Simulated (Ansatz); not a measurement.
**C: energy along a strain**

C, Fd-3m, a = 3.567 Å (as given, not relaxed at this level: 1.8 GPa). Ansatz: PBE, PAW, 420 eV, Γ-centred 12×12×12 mesh on 2 atoms, Gaussian smearing 0.05 eV; no spin polarisation. Cell vectors (Å): 0.000 1.783 1.783; 1.783 0.000 1.783; 1.783 1.783 0.000. The cell is strained by x per cent times the pattern (0 0 0 1 0 0) in the order xx yy zz yz xz xy (engineering shears), with fractional coordinates held. y is the free energy over the start, V0 = 5.672 Å³/atom. Symmetry makes y even in x. Points with a strain past 8.5 % were computed too (2) and aren't used here.

```tsv
x (%)	y (meV/atom)
-5.00	25.18
0.00	0.00
1.25	1.60
2.50	6.30
3.75	14.16
6.25	39.36
7.50	?
```

Task: Fit y = c2 x² + c4 x⁴ to the other rows, get the stiffness along the pattern, and predict the missing energy.

Result: Least squares on the rows shown. y = 1.0070 x² + 1.4656×10⁻⁵ x⁴. The clamped-ion stiffness p·C·p = 2 × 10.07 eV × 160.2 / 5.672 Å³ = 569 GPa, which is C44 in these axes (second derivative at the start, which stands under stress). At x = 7.50 the fit asked for gives 56.69 meV/atom. The run gave 56.73 meV/atom, so the fit is 0.04 meV/atom too low, a small miss on the scale of the series.